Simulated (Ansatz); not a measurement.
## C: equation of state with LDA

**What was measured.**

From “Equation of state of cubic boron nitride at high pressures and temperatures”, 2007, arxiv:cond-mat/0702656, for a bulk crystal of C: bulk modulus 444.8 ± 0.8 GPa.

The system is C.

```
CELL_PARAMETERS angstrom
0.00000 1.78337 1.78337
1.78337 0.00000 1.78337
1.78337 1.78337 0.00000
ATOMIC_POSITIONS crystal
C 0.75000 0.75000 0.75000
C 0.50000 0.50000 0.50000
```

This isn't the form of C at room conditions, which is graphite.

```json
{
  "Program": "Ansatz 0.2.0",
  "Task": "equation of state",
  "Functional": "LDA",
  "Potentials or basis": "PseudoDojo LDA",
  "Cutoff": "1116 eV",
  "Density cutoff": "4463 eV",
  "k mesh": "13 × 13 × 13",
  "Occupations": "fermi-dirac, width 0.05 eV",
  "Spin": "no spin polarisation"
}
```

```json
{
  "Equilibrium volume": "5.53 Å³/atom",
  "Bulk modulus": "465 GPa",
  "Pressure derivative of the bulk modulus": "3.7"
}
```

Energy against volume, from the lowest point:
```csv
volume (Å³/atom),energy (meV/atom)
5.332,11.28
5.445,2.01
5.558,0.00
5.672,4.62
5.785,15.27
5.899,31.38
6.012,52.47
```

All runs of the series together: 5.9 s on 2 threads of AMD EPYC 7B13 (Zen 3), on a shared host.

Measured bulk modulus of C: 444.8 GPa (quoted in “Equation of state of cubic boron nitride at high pressures and temperatures”, 2007, arxiv:cond-mat/0702656). This calculation gives 465 GPa (+4.6 %). 3 values of this kind are on record (442 to 444.8 GPa); this one was drawn at random among those near their median, those with a stated uncertainty first. The fit is for a static lattice scaled at fixed shape and fixed fractional positions. The cell as given is a measured one (5.67 Å³/atom); LDA puts the equilibrium volume -2.4 % from it, thermal expansion not counted.
